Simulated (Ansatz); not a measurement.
Crystal: Bi2Se3 (Paraguanajuatite).

```
CELL_PARAMETERS angstrom
2.07150 1.19598 9.54533
-2.07150 1.19598 9.54533
0.00000 -2.39196 9.54533
ATOMIC_POSITIONS crystal
Bi 0.59920 0.59920 0.59920
Bi 0.40080 0.40080 0.40080
Se 0.78830 0.78830 0.78830
Se 0.21170 0.21170 0.21170
Se 0.00000 0.00000 0.00000
```

Base run:

```yaml
Program: Ansatz 0.2.0
Functional: PBEsol
Potentials_or_basis: Ansatz PAW
Cutoff: "420 eV (not typed: the program's choice for these potentials)"
k_mesh: 6 × 6 × 6
Occupations: fermi-dirac, width 0.05 eV
Spin: spin-orbit coupling, no magnetisation
```

Its results: band gap on the k mesh 0.31 eV, indirect (least direct gap 0.41 eV); pressure 0.0 GPa; largest force 0.243 eV/Å.

Question: The run is repeated on the same cell with these changes: functional from PBEsol to PBE. What comes out?

Answer: Band gap on the k mesh 0.31 eV, indirect (least direct gap 0.36 eV); pressure 2.9 GPa; largest force 0.328 eV/Å.

PBE binds less tightly than PBEsol, so the same cell stands under more pressure.

Caveats: the PAW data sets come from PBE, with cores solved anew for the run's functional, which leaves a small shift of forces and pressure (some runs).
